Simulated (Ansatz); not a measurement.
Crystal: Be.

```
Be
1.0
     2.28530    0.00000    0.00000
    -1.14265    1.97913    0.00000
     0.00000    0.00000    3.58420
Be
2
Direct
  0.66667 0.33333 0.75000
  0.33333 0.66667 0.25000
```

| Quantity | Value |
| --- | --- |
| Program | Ansatz 0.2.0 |
| Task | relaxation of cell and atoms |
| Functional | PBEsol |
| Dispersion | D3(BJ) |
| Potentials or basis | Ansatz PAW |
| Cutoff | 420 eV (not typed: the program's choice for these potentials) |
| k mesh | 13 × 13 × 8 |
| Occupations | fermi-dirac, width 0.05 eV |
| Spin | no spin polarisation |

At the start: volume 8.11 Å³/atom.

Where does the relaxation end?

It ends after 6 steps and the volume is 7.49 Å³/atom (-7.6 %); space group P6_3/mmc (No. 194, to 0.05 Å).

The path:
```tsv
step	energy change (eV)	largest force (eV/Å)	volume (Å³)
1	0.0000	0.0000	16.21
2	-0.0301	0.0000	15.50
3	-0.0370	0.0000	14.93
4	-0.0371	0.0000	14.98
5	-0.0371	0.0000	14.98
6	-0.0369	0.0000	14.98
```

Final structure:
```xyz
2
Lattice="2.2250 0.0000 0.0000 -1.1125 1.9269 0.0000 0.0000 0.0000 3.4949" Properties=species:S:1:pos:R:3 pbc="T T T"
Be    1.1125    0.6423    2.6212
Be    0.0000    1.2846    0.8737
```

Caveat: the plane-wave basis is chosen anew once the cell has moved, so the energies of steps on either side of that aren't comparable; pairwise dispersion overbinds metals, which lowers pressure and volume; the PAW data sets come from PBE, with cores solved anew for the run's functional, which leaves a small shift of forces and pressure.
